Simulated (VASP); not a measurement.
The system is FeS2.

```xyz
12
Lattice="5.4178 0.0000 0.0000 0.0000 5.4178 0.0000 0.0000 0.0000 5.4178" Properties=species:S:1:pos:R:3 pbc="T T T"
Fe    0.0000    0.0000    0.0000
Fe    2.7089    0.0000    2.7089
Fe    2.7089    2.7089    0.0000
Fe    0.0000    2.7089    2.7089
S     2.0849    2.0849    2.0849
S     0.6240    3.3329    4.7938
S     4.7938    0.6240    3.3329
S     3.3329    4.7938    0.6240
S     3.3329    3.3329    3.3329
S     4.7938    2.0849    0.6240
S     0.6240    4.7938    2.0849
S     2.0849    0.6240    4.7938
```

Program: VASP 6.6.1. Alike in all runs: task single point; no spin polarisation; cell as given; k mesh 6 × 6 × 6; cutoff (eV) 420; smearing gaussian 0.02 eV.

Order these runs on this cell by their pressure, lowest first.
A. level PBE; potentials or basis VASP PAW PBE potentials, release 64 (Fe, S)
B. level PBEsol; potentials or basis VASP PAW PBE potentials, release 64 (Fe, S)
C. level LDA; potentials or basis VASP PAW LDA potentials, release 64 (Fe, S)

C (-11.9 GPa), B (-7.8 GPa), A (-1.0 GPa).

Caveats: the PAW data sets were made with another functional, which shifts forces and pressure a little (some runs).
